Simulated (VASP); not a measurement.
# W (Im-3m) in VASP: a series of runs

One crystal, W, is run at these levels: PBE; tasks: relaxation of the atoms.

Everything below comes from runs of VASP 6.6.1. Logs are shortened: lines on timing, memory, paths and dates and some standing lists are left out, and cuts for length are marked.

## Step 1: The undisturbed crystal

It takes space group Im-3m (No. 229, cubic). The conventional cell has a = 3.165 Å, b = 3.165 Å, c = 3.165 Å, α = 90.00°, β = 90.00°, γ = 90.00°. Around W (site symmetry m-3m) lie 8 W at 2.74 Å.

## Step 2: Relaxation of the atoms, PBE (a relaxed cell with its volume scaled by 0.94)

The input, INCAR:

```
SYSTEM = W
  PREC = Accurate
  ENCUT = 600
  EDIFF = 1E-7
  ISMEAR = 1
  SIGMA = 0.1
  LREAL = .False.
  LASPH = .True.
  NELM = 80
  ALGO = Normal
  ISIF = 2
  LWAVE = .False.
  LCHARG = .False.
  GGA = PE
  IBRION = 2
  NSW = 40
  EDIFFG = -0.01
```

The input, KPOINTS:

```
regular mesh
0
Gamma
  16 16 16
  0 0 0
```

The input, POSCAR:

```
W                                       
1.0
   -1.5598008018      1.5598008018      1.5598008018
    1.5598008018     -1.5598008018      1.5598008018
    1.5598008018      1.5598008018     -1.5598008018
  W             
     1
Direct
     0.0000000000000000    0.0000000000000000    0.0000000000000000
```

Potentials or basis: VASP PAW PBE potentials, release 64 (W_sv).

Command:

```bash
cat potpaw_PBE.64/W_sv/POTCAR > POTCAR
mpirun -np 1 vasp_std > vasp.out
```

OUTCAR:

```text
SYSTEM = W
   PREC = Accurate
   ENCUT = 600
   EDIFF = 1E-7
   ISMEAR = 1
   LREAL = .False.
   LASPH = .True.
   NELM = 80
   ISIF = 2
   GGA = PE
   IBRION = 2
   NSW = 40
   EDIFFG = -0.01

 ion  position               nearest neighbor table
   1  0.000  0.000  0.000-

  LATTYP: Found a body centered cubic cell.
 ALAT       =     3.1196016036

  Lattice vectors:

 A1 = (  -1.5598008018,   1.5598008018,   1.5598008018)
 A2 = (   1.5598008018,  -1.5598008018,   1.5598008018)
 A3 = (   1.5598008018,   1.5598008018,  -1.5598008018)

Analysis of symmetry for initial positions (statically):
=====================================================================
 Subroutine PRICEL returns:
 Original cell was already a primitive cell.

 Routine SETGRP: Setting up the symmetry group for a
 body centered cubic supercell.

 Subroutine GETGRP returns: Found 48 space group operations
 (whereof 48 operations were pure point group operations)
 out of a pool of 48 trial point group operations.

The static configuration has the point symmetry O_h .

Analysis of symmetry for dynamics (positions and initial velocities):
=====================================================================
 Subroutine PRICEL returns:
 Original cell was already a primitive cell.

 Routine SETGRP: Setting up the symmetry group for a
 body centered cubic supercell.

 Subroutine GETGRP returns: Found 48 space group operations
 (whereof 48 operations were pure point group operations)
 out of a pool of 48 trial point group operations.

The dynamic configuration has the point symmetry O_h .

 Subroutine INISYM returns: Found 48 space group operations
 (whereof 48 operations are pure point group operations),
 and found     1 'primitive' translations

----------------------------------------------------------------------------------------

                                     Primitive cell

  volume of cell :      15.1798

  direct lattice vectors                    reciprocal lattice vectors
    -1.559800802  1.559800802  1.559800802     0.000000000  0.320553752  0.320553752
     1.559800802 -1.559800802  1.559800802     0.320553752  0.000000000  0.320553752
     1.559800802  1.559800802 -1.559800802     0.320553752  0.320553752  0.000000000

  length of vectors
     2.701654238  2.701654238  2.701654238     0.453331464  0.453331464  0.453331464

  position of ions in fractional coordinates (direct lattice)
     0.000000000  0.000000000  0.000000000

  ion indices of the primitive-cell ions
   primitive index   ion index
                 1           1

----------------------------------------------------------------------------------------

 KPOINTS: regular mesh

Automatic generation of k-mesh.
 Grid dimensions read from file:
 generate k-points for:   16   16   16

 Generating k-lattice:

  Cartesian coordinates                     Fractional coordinates (reciprocal lattice)
     0.000000000  0.020034610  0.020034610     0.062500000  0.000000000  0.000000000
     0.020034610  0.000000000  0.020034610     0.000000000  0.062500000  0.000000000
     0.020034610  0.020034610  0.000000000     0.000000000  0.000000000  0.062500000

  Length of vectors
     0.028333217  0.028333217  0.028333217

  Shift w.r.t. Gamma in fractional coordinates (k-lattice)
     0.000000000  0.000000000  0.000000000

 Subroutine IBZKPT returns following result:
 ===========================================

 Found    145 irreducible k-points:

 Following reciprocal coordinates:
            Coordinates               Weight
  0.000000  0.000000  0.000000      1.000000
  0.062500  0.000000  0.000000     12.000000
  0.125000  0.000000  0.000000     12.000000
  0.187500  0.000000  0.000000     12.000000
  0.250000  0.000000  0.000000     12.000000
  0.312500  0.000000  0.000000     12.000000
[... 16 lines left out ...]
  0.187500  0.187500  0.000000     24.000000
  0.250000  0.187500 -0.000000     48.000000
 [... further k-points ...]
   k-points           NKPTS =    145   k-points in BZ     NKDIM =    145   number of bands    NBANDS=     11
   number of dos      NEDOS =    301   number of ions     NIONS =      1
   total plane-waves  NPLWV =  13824
   dimension x,y,z NGX =    24 NGY =   24 NGZ =   24
   dimension x,y,z NGXF=    48 NGYF=   48 NGZF=   48
   ions per type =               1
   NGX,Y,Z   is equivalent  to a cutoff of  14.77, 14.77, 14.77 a.u.
   NGXF,Y,Z  is equivalent  to a cutoff of  29.54, 29.54, 29.54 a.u.
 SYSTEM =  W
   PREC   = accura    normal or accurate (medium, high low for compatibility)
   ISTART =      0    job   : 0-new  1-cont  2-samecut
   ICHARG =      2    charge: 1-file 2-atom 10-const
   ISPIN  =      1    spin polarized calculation?
   LNONCOLLINEAR =      F non collinear calculations
   LSORBIT =      F    spin-orbit coupling
   LASPH  =      T    aspherical Exc in radial PAW
   ENCUT  =  600.0 eV  44.10 Ry    6.64 a.u.   5.40  5.40  5.40*2*pi/ulx,y,z
   NELM   =     80;   NELMIN=  2; NELMDL= -5     # of ELM steps
   EDIFF  = 0.1E-06   stopping-criterion for ELM
   LREAL  =      F    real-space projection
   EDIFFG = -.1E-01   stopping-criterion for IOM
   NSW    =     40    number of steps for IOM
   IBRION =      2    ionic relax: 0-MD 1-quasi-New 2-CG
   NFREE  =      1    steps in history (QN), initial steepest desc. (CG)
   ISIF   =      2    stress and relaxation
   ISYM   =      2    0-nonsym 1-usesym 2-fastsym
   POTIM  = 0.5000    time-step for ionic-motion
   TEBEG  =    0.0;   TEEND  =   0.0 temperature during run
   PSTRESS=    0.0 pullay stress
   NELECT =      14.0000    total number of electrons
   NUPDOWN=      -1.0000    fix difference up-down
   EMIN   =  10.00;   EMAX   =-10.00  energy-range for DOS
   EFERMI =   0.00;   METHOD = LEGACY
   ISMEAR =     1;   SIGMA  =   0.10  broadening in eV -4-tet -1-fermi 0-gaus
   EFERMI_NEDOS =   21; number of points for ismear=-14 and -15
   IALGO  =     38    algorithm
   IMIX   =      4    mixing-type and parameters
     AMIX     =   0.40;   BMIX     =  1.00
     AMIX_MAG =   1.60;   BMIX_MAG =  1.00
  volume/ion in A,a.u.               =      15.18       102.44
  Fermi-wavevector in a.u.,A,eV,Ry     =   1.593535  3.011345 34.550022  2.539355
  Thomas-Fermi vector in A             =   2.691750
   LORBIT       =      0    0 simple, 1 ext, 2 COOP (PROOUT), +10 PAW based schemes
   GGA     = PE    functional components
   LHFCALC =     F    Hartree Fock is set to
   AEXX    =    0.0000 exact exchange contribution
   IVDW    =     0    specifies the selected vdW correction
   LEPSILON=     F    determine dielectric tensor
   LRPA    =     F    only Hartree local field effects (RPA)
 conjugate gradient relaxation of ions
 non-spin polarized calculation
 Methfessel and Paxton  Order N= 1 SIGMA  =   0.10
  energy-cutoff  :      600.00
  volume of cell :       15.18
 maximum number of plane-waves:       532
 NGX is ok and might be reduce to    24
   NGX = 11   NGY = 11   NGZ = 11

 number of electron      13.9999998 magnetization

 Free energy of the ion-electron system (eV)
  ---------------------------------------------------
  ext. energy  EPLUGINS =         0.00000000
  ---------------------------------------------------
  free energy    TOTEN  =       -12.89529001 eV

  energy without entropy =      -12.89464743  energy(sigma->0) =      -12.89507582

 E-fermi :  12.1264     XC(G=0): -13.8873

 val. band max:       12.1237644074   @ k =  -0.2500   0.2500   0.1250
 cond. band min:      12.1546018527   @ k =   0.0625   0.0625   0.0625
 fundamental gap:      0.0308374453
 Fermi energy:        12.1263500782

 k-point     1 :       0.0000    0.0000    0.0000
  band No.  band energies     occupation
      1     -62.0446      2.00000
      2     -25.5369      2.00000
      3     -25.5369      2.00000
      4     -25.5369      2.00000
      5       2.2067      2.00000
      6      10.7783      2.00000
      7      10.7783      2.00000
      8      10.7783      2.00000
      9      14.4478      0.00000
     10      14.4478      0.00000
     11      26.6940      0.00000

 k-point     2 :       0.0625    0.0000    0.0000
  band No.  band energies     occupation
      1     -62.0384      2.00000
      2     -25.5986      2.00000
      3     -25.5559      2.00000
      4     -25.5373      2.00000
      5       2.4065      2.00000
      6      10.6546      2.00000
      7      10.7495      2.00000
      8      10.9719      2.00000
      9      14.2471      0.00000
     10      14.4479      0.00000
     11      26.8688      0.00000

 k-point     3 :       0.1250    0.0000    0.0000
  band No.  band energies     occupation
      1     -62.0210      2.00000
      2     -25.7718      2.00000
      3     -25.6096      2.00000
      4     -25.5384      2.00000
      5       2.9753      2.00000
      6      10.3209      2.00000
      7      10.6194      2.00000
      8      11.5447      2.00000
      9      13.8626     -0.00000
     10      14.4614      0.00000
     11      27.2886      0.00000

 k-point     4 :       0.1875    0.0000    0.0000
  band No.  band energies     occupation
      1     -61.9947      2.00000
      2     -26.0240      2.00000
      3     -25.6891      2.00000
      4     -25.5400      2.00000
      5       3.8111      2.00000
      6       9.8645      2.00000
      7      10.3492      2.00000
      8      12.4717     -0.00001
      9      13.6707     -0.00000
     10      14.5185      0.00000
     11      27.5587      0.00000

 k-point     5 :       0.2500    0.0000    0.0000
  band No.  band energies     occupation
      1     -61.9636      2.00000
      2     -26.3119      2.00000
      3     -25.7815      2.00000
      4     -25.5420      2.00000
      5       4.7077      2.00000
      6       9.3784      2.00000
      7      10.1357      2.00000
      8      13.7077     -0.00000
      9      13.7920     -0.00000
     10      14.6462      0.00000
     11      27.0844      0.00000
[... 211 lines left out ...]
 k-point    21 :       0.3750    0.1250    0.0000
  band No.  band energies     occupation
      1     -61.8818      2.00000
      2     -26.9083      2.00000
      3     -26.0687      2.00000
      4     -25.6260      2.00000
      5       6.1046      2.00000
      6       8.5016      2.00000
      7      11.3114      2.00000
      8      14.1974      0.00000
      9      15.6443      0.00000
     10      18.9894      0.00000
     11      23.6039      0.00000

 k-point    22 :       0.4375    0.1250    0.0000
  band No.  band energies     occupation
      1     -61.8760      2.00000
      2     -26.9499      2.00000
      3     -26.0917      2.00000
      4     -25.6270      2.00000
      5       6.0715      2.00000
      6       8.4420      2.00000
      7      11.7250      2.00000
      8      14.1662      0.00000
      9      15.8455      0.00000
     10      19.5615      0.00000
     11      23.0154      0.00000

 k-point    23 :       0.1875    0.1875    0.0000
  band No.  band energies     occupation
      1     -61.9252      2.00000
      2     -26.5589      2.00000
      3     -25.8984      2.00000
      4     -25.6464      2.00000
      5       6.0243      2.00000
      6       9.0483      2.00000
      7       9.4597      2.00000
      8      13.4354     -0.00000
      9      15.2822      0.00000
     10      16.0431      0.00000
     11      26.4421      0.00000

 k-point    24 :       0.2500    0.1875   -0.0000
  band No.  band energies     occupation
      1     -61.9007      2.00000
      2     -26.7059      2.00000
      3     -26.0232      2.00000
      4     -25.6662      2.00000
      5       6.5698      2.00000
      6       8.7746      2.00000
      7       9.6885      2.00000
      8      13.7225     -0.00000
      9      15.3886      0.00000
     10      17.7186      0.00000
     11      25.0598      0.00000

 [... further k-points ...]
[... 5 lines left out ...]
  --------------------------------------------------------------------------------------
  -------------------------------------------------------------------------------------
  Total        2.0396746      2.0396746      2.0396746      0.0000000      0.0000000      0.0000000
  in kB      215.2801875    215.2801875    215.2801875      0.0000000      0.0000000      0.0000000
  external PRESSURE =     215.2801875 kB  Pullay stress =       0.0000000 kB

 VOLUME and BASIS-vectors are now :
 -----------------------------------------------------------------------------
  energy-cutoff  :      600.00
  volume of cell :       15.18
      direct lattice vectors                 reciprocal lattice vectors
    -1.559800802  1.559800802  1.559800802     0.000000000  0.320553752  0.320553752
     1.559800802 -1.559800802  1.559800802     0.320553752  0.000000000  0.320553752
     1.559800802  1.559800802 -1.559800802     0.320553752  0.320553752  0.000000000

 POSITION                                       TOTAL-FORCE (eV/Angst)
 -----------------------------------------------------------------------------------
      0.00000      0.00000      0.00000         0.000000     -0.000000      0.000000
 -----------------------------------------------------------------------------------
    total drift:                                0.000000      0.000000      0.000000

  FREE ENERGIE OF THE ION-ELECTRON SYSTEM (eV)
  ---------------------------------------------------
  free  energy   TOTEN  =       -12.8952900103 eV

  energy  without entropy=      -12.8946474333  energy(sigma->0) =      -12.89507582

 reached required accuracy - stopping structural energy minimisation
```

Wall time 10 s (1 thread of Intel Xeon 6975P-C (Granite Rapids), shared host); peak memory 0.16 GiB.

What came out:

| Property | Result |
| --- | --- |
| Free energy | -12.8953 eV |
| Pressure after relaxing | 21.5 GPa |
| Band gap on the k mesh | none (metal or under the smearing width) |

Final structure:
```
W
1.0
    -1.55980    1.55980    1.55980
     1.55980   -1.55980    1.55980
     1.55980    1.55980   -1.55980
W
1
Direct
  0.00000 0.00000 0.00000
```

Caveat: the relaxation stopped at its first step, so nothing moved. Spin-orbit coupling is left out, which matters for the levels of W.

## Step 3: Relaxation of the atoms, PBE (a relaxed cell with its volume scaled by 0.96)

INCAR is that of step 2.

KPOINTS is that of step 2.

The input, POSCAR:

```
W                                       
1.0
   -1.5707856764      1.5707856764      1.5707856764
    1.5707856764     -1.5707856764      1.5707856764
    1.5707856764      1.5707856764     -1.5707856764
  W             
     1
Direct
     0.0000000000000000    0.0000000000000000    0.0000000000000000
```

Potentials or basis: VASP PAW PBE potentials, release 64 (W_sv).

Command:

```bash
cat potpaw_PBE.64/W_sv/POTCAR > POTCAR
mpirun -np 1 vasp_std > vasp.out
```

It took 9.4 s on 1 thread of Intel Xeon 6975P-C (Granite Rapids), shared host; peak memory 0.16 GiB.

Results (log left out):

```
Free energy             : -12.9305 eV
Pressure after relaxing : 13.5 GPa
Band gap on the k mesh  : none (metal or under the smearing width)
```

Final structure:
```xyz
1
Lattice="-1.5708 1.5708 1.5708 1.5708 -1.5708 1.5708 1.5708 1.5708 -1.5708" Properties=species:S:1:pos:R:3 pbc="T T T"
W     0.0000    0.0000    0.0000
```

Levels at points of the mesh, in eV from the Fermi level:
| k point | band 5 | band 6 | band 7 | band 8 | band 9 | band 10 |
| --- | --- | --- | --- | --- | --- | --- |
| (0.00, 0.00, 0.00) | -9.81 | -1.31 | -1.31 | -1.31 | 2.27 | 2.27 |
| (0.50, 0.00, 0.00) | -6.47 | -3.72 | 0.71 | 2.18 | 3.19 | 6.31 |
| (0.50, 0.50, 0.50) | -6.06 | -6.06 | 5.29 | 5.29 | 5.29 | 8.38 |

Caveat: the relaxation stopped at its first step, so nothing moved. Spin-orbit coupling is left out, which matters for the levels of W.
